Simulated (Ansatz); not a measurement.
Runs of Ansatz 0.2.0 on Cu. Symmetry: Fm-3m, No. 225, cubic system. The conventional cell has a = 3.615 Å, b = 3.615 Å, c = 3.615 Å, α = 90.00°, β = 90.00°, γ = 90.00°. Around Cu (site symmetry m-3m) lie 12 Cu at 2.56 Å. 

```tsv
task	level	potentials or basis	cell	cutoff (eV)	points for each segment of the path	pressure (GPa)	V0 of scaled cells (Å³/atom)	relaxed volume (Å³/atom)	B0 (GPa)
equation of state	PBEsol	Ansatz PAW	as given	420	-	-	(a)	-	169
equation of state	BLYP+D4	Ansatz PAW	as given	420	-	-	(c)	-	161
relaxation of cell and atoms	exchange-only PBE	Ansatz PAW	relaxed	420	-	0.0	-	14.20	-
equation of state	r2SCAN+rVV10	Ansatz PAW	as given	500	-	-	11.28	-	172
relaxation of cell and atoms	rPW86-PBE+rVV10	Ansatz PAW	relaxed	420	-	0.0	-	(b)	-
equation of state	RPBE	Ansatz PAW	as given	420	-	-	12.38	-	125
band structure	LDA	JTH PAW LDA	as given	1350	14	-12.4	-	-	-
```

Alike in all rows: no spin polarisation; k mesh 13 × 13 × 13; smearing fermi-dirac 0.05 eV.

Fill in the values left out.

(a) 11.31; (b) 12.12; (c) 11.43.

Caveats: the potentials were made for another functional, which shifts forces and pressure (some runs); the plane-wave basis is chosen anew once the cell has moved, so the energies of steps on either side of that aren't comparable (some runs); the PAW data sets come from PBE, with cores solved anew for the run's functional, which leaves a small shift of forces and pressure (some runs); the volume moved by over 15 % at a fixed basis, so the end points are rough (some runs); the volume moved by +20 % from the deposited cell, more than functionals usually miss (some runs); the PAW data sets were made with another functional, which shifts forces and pressure a little (some runs).

Runs at the PBE level aren't shown here.
